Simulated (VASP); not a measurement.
Here is a VASP 6.6.1 calculation.

Contents of INCAR:

```
SYSTEM = Y
ALGO     = Fast           ! electronic algorithm
EDIFF    = 1E-7           ! SCF threshold, eV
ENCUT    = 520            ! plane-wave cutoff, eV
GGA      = PE             ! functional
ISIF     = 2              ! what is computed and relaxed
ISMEAR   = 1              ! smearing method
LASPH    = .TRUE.         ! aspherical terms in the spheres
LCHARG   = .TRUE.         ! write CHGCAR
LREAL    = .FALSE.        ! projectors in reciprocal space
LVHAR    = .TRUE.       
LWAVE    = .FALSE.        ! write WAVECAR
NELM     = 100            ! most SCF steps
PREC     = Accurate       ! precision mode
SIGMA    = 0.1            ! smearing width, eV
```

The input KPOINTS:

```
k-points
0
G
  14 14 8
  0 0 0
```

Contents of POSCAR:

```
Y                                       
1.0
    3.6532910657      0.0000000000      0.0000000000
   -1.8266455329      3.1638428665      0.0000000000
    0.0000000000      0.0000000000      5.6631504744
  Y             
     2
Direct
     0.3333333300000021    0.6666666699999979    0.2500000000000000
     0.6666666699999979    0.3333333300000021    0.7500000000000000
```

Potentials or basis: VASP PAW PBE potentials, release 64 (Y_sv).

The run is started by

```bash
$ cat potpaw_PBE.64/Y_sv/POTCAR > POTCAR
$ mpirun -np 1 vasp_std > vasp.out
```

Estimate the band gap on the k mesh.

none (metal or under the smearing width).

Estimate the pressure.

0.0 GPa.
